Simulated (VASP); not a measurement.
Te2Mo:

```
Te Mo
1.0
     3.51820    0.00000    0.00000
    -1.75910    3.04685    0.00000
     0.00000    0.00000   13.97360
Te Mo
4 2
Direct
  0.66667 0.33333 0.37900
  0.33333 0.66667 0.87900
  0.66667 0.33333 0.12100
  0.33333 0.66667 0.62100
  0.66667 0.33333 0.75000
  0.33333 0.66667 0.25000
```

```yaml
Program: VASP 6.6.1
Task: relaxation of cell and atoms
Functional: BLYP
Dispersion: D3(BJ)
Potentials_or_basis: VASP PAW PBE potentials, release 64 (Te, Mo_sv)
Cutoff: 600 eV
k_mesh: 9 × 9 × 2
Occupations: fermi-dirac, width 0.05 eV
Spin: no spin polarisation
```

At the start: pressure 1.4 GPa; volume 24.96 Å³/atom.

**Question.** Where does the relaxation end?

**Answer.** Over 11 steps the energy falls by 11.2 meV/atom and the volume is 24.47 Å³/atom (-2.0 %); space group P6_3/mmc (No. 194, to 0.05 Å).

Step by step:
```
step  energy change (eV)  largest force (eV/Å)  pressure (GPa)  volume (Å³)
   1              0.0000                0.4918            1.41       149.79
   2              0.0061                0.2187           -2.76       154.61
   3             -0.0208                0.1476           -0.61       152.01
   4             -0.0377                0.1516           -0.54       151.14
   5             -0.0590                0.1506           -0.22       148.76
   6             -0.0667                0.0298           -0.18       147.08
   7             -0.0667                0.0244           -0.18       147.12
   8             -0.0660                0.0561            0.44       146.25
   9             -0.0669                0.0005            0.01       146.86
  10             -0.0669                0.0005           -0.01       146.86
  11             -0.0669                0.0050            0.01       146.85
```

Final structure:
```
Te Mo
1.0
     3.53867    0.00000    0.00000
    -1.76934    3.06458    0.00000
     0.00000    0.00000   13.54133
Te Mo
4 2
Direct
  0.66667 0.33333 0.38419
  0.33333 0.66667 0.88419
  0.66667 0.33333 0.11581
  0.33333 0.66667 0.61581
  0.66667 0.33333 0.75000
  0.33333 0.66667 0.25000
```

Caveat: the PAW data sets were made with another functional, which shifts forces and pressure a little.
